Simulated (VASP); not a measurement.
# AlP (F-43m) in VASP: notebook, part 2 of 2

VASP 6.6.1.

## (4) Single point, PBE (volume scaled by 1.03)

INCAR reads:

```
  PREC = Accurate
  ENCUT = 500
  EDIFF = 1E-6
  ISMEAR = 0
  SIGMA = 0.02
  LREAL = False
  LASPH = True
  NELM = 120
  ALGO = Normal
  ISIF = 2
  LWAVE = False
  LCHARG = True
  GGA = PE
  LELF = True
  LVHAR = True
  NBANDS = 11
  GGA_COMPAT = False
```

KPOINTS reads:

```
Automatic mesh
0
Gamma
  8 8 8
```

POSCAR reads:

```
AlP
1.0
    0.0000000000      2.7806637401      2.7806637401
    2.7806637401      0.0000000000      2.7806637401
    2.7806637401      2.7806637401      0.0000000000
Al P
1 1
Direct
    0.0000000000      0.0000000000      0.0000000000
    0.2500000000      0.2500000000      0.2500000000
```

Potentials or basis: VASP PAW PBE potentials, release 64 (Al, P).

On the command line:

```sh
> cat potpaw_PBE.64/Al/POTCAR potpaw_PBE.64/P/POTCAR > POTCAR
> mpirun -np 1 vasp_std > vasp.out
```

OUTCAR:

```text
PREC = Accurate
   ENCUT = 500
   EDIFF = 1E-6
   ISMEAR = 0
   LREAL = False
   LASPH = True
   NELM = 120
   ISIF = 2
   GGA = PE

 ion  position               nearest neighbor table
   1  0.000  0.000  0.000-   2 2.41   2 2.41   2 2.41   2 2.41
   2  0.250  0.250  0.250-   1 2.41   1 2.41   1 2.41   1 2.41

  LATTYP: Found a face centered cubic cell.
 ALAT       =     5.5613274802

  Lattice vectors:

 A1 = (   0.0000000000,   2.7806637401,   2.7806637401)
 A2 = (   2.7806637401,   0.0000000000,   2.7806637401)
 A3 = (   2.7806637401,   2.7806637401,   0.0000000000)

Analysis of symmetry for initial positions (statically):
=====================================================================
 Subroutine PRICEL returns:
 Original cell was already a primitive cell.

 Routine SETGRP: Setting up the symmetry group for a
 face centered cubic supercell.

 Subroutine GETGRP returns: Found 24 space group operations
 (whereof 24 operations were pure point group operations)
 out of a pool of 48 trial point group operations.

The static configuration has the point symmetry T_d .

Analysis of symmetry for dynamics (positions and initial velocities):
[... 164 lines left out ...]
 fundamental gap:      1.6832907467
 Fermi energy:         4.2498258060

 k-point     1 :       0.0000    0.0000    0.0000
  band No.  band energies     occupation
      1      -7.1099      2.00000
      2       4.0880      2.00000
      3       4.0880      2.00000
      4       4.0880      2.00000
      5       6.9268      0.00000
      6       8.5712      0.00000
      7       8.5712      0.00000
      8       8.5712      0.00000
      9      12.8584      0.00000
     10      12.8584      0.00000
     11      14.0021      0.00000
[... 309 lines left out ...]
 k-point    24 :      -0.3750    0.2500    0.1250
  band No.  band energies     occupation
      1      -5.2755      2.00000
      2      -0.8820      2.00000
      3       1.6193      2.00000
      4       2.6895      2.00000
      5       7.9596      0.00000
      6       8.5445      0.00000
      7      10.7897      0.00000
      8      11.6110      0.00000
      9      12.8368      0.00000
     10      15.3102      0.00000
     11      16.4476      0.00000

 [... further k-points ...]
[... 5 lines left out ...]
  --------------------------------------------------------------------------------------
  -------------------------------------------------------------------------------------
  Total       -0.6284483     -0.6284483     -0.6284483      0.0000000      0.0000000      0.0000000
  in kB      -23.4155692    -23.4155692    -23.4155692      0.0000000      0.0000000      0.0000000
  external PRESSURE =     -23.4155692 kB  Pullay stress =       0.0000000 kB

 VOLUME and BASIS-vectors are now :
 -----------------------------------------------------------------------------
  energy-cutoff  :      500.00
  volume of cell :       43.00
      direct lattice vectors                 reciprocal lattice vectors
     0.000000000  2.780663740  2.780663740    -0.179813184  0.179813184  0.179813184
     2.780663740  0.000000000  2.780663740     0.179813184 -0.179813184  0.179813184
     2.780663740  2.780663740  0.000000000     0.179813184  0.179813184 -0.179813184

 POSITION                                       TOTAL-FORCE (eV/Angst)
 -----------------------------------------------------------------------------------
      0.00000      0.00000      0.00000        -0.000000      0.000000     -0.000000
      1.39033      1.39033      1.39033         0.000000     -0.000000      0.000000
 -----------------------------------------------------------------------------------
    total drift:                               -0.000000     -0.000000     -0.000000

  FREE ENERGIE OF THE ION-ELECTRON SYSTEM (eV)
  ---------------------------------------------------
  free  energy   TOTEN  =       -10.3673117332 eV

  energy  without entropy=      -10.3673117332  energy(sigma->0) =      -10.36731173
```

It took 7.4 s on 1 thread of Intel Xeon Platinum 8559C (Emerald Rapids), shared host; peak memory 0.16 GiB.

Results:

```
Free energy            : -10.3673 eV
Pressure               : -2.3 GPa
Band gap on the k mesh : 1.68 eV, indirect (least direct gap 2.84 eV)
```

Levels at points of the mesh, in eV from the valence-band top:
```tsv
k point	band 2	band 3	band 4	band 5	band 6	band 7
(0.00, 0.00, 0.00)	0.00	0.00	0.00	2.84	4.48	4.48
(0.50, 0.00, 0.00)	-5.29	-0.73	-0.73	2.61	4.80	4.80
(0.50, 0.50, 0.00)	-5.13	-1.99	-1.99	1.68	2.48	10.60
```

 A k mesh can miss the band edges.

## (5) Summary

```tsv
cell	gap on the mesh (eV)	pressure (GPa)
a = 3.854 Å, angles 60.0°, 2 atoms	1.57	2.6
a = 3.855 Å, angles 60.0°, 2 atoms	1.57	2.6
a = 3.932 Å, angles 60.0°, 2 atoms	1.68	-2.3
```

Alike in all rows: task single point; level PBE; potentials or basis VASP PAW PBE potentials, release 64 (Al, P); no spin polarisation; k mesh 8 × 8 × 8; cutoff (eV) 500; smearing gaussian 0.02 eV.

Absolute energies hang on the potentials; compare differences alone.

## (6) Against experiment

Step 2. Against the measured gap of AlP, 2.505 eV (indirect; 4.2 K; a printed reference work, data compilation), the calculated 1.57 eV is off by -0.94 eV. The value is that of PBE on a finite k mesh, which can miss the band edges, without temperature or zero-point motion. Semilocal functionals fall short of measured gaps as a rule.
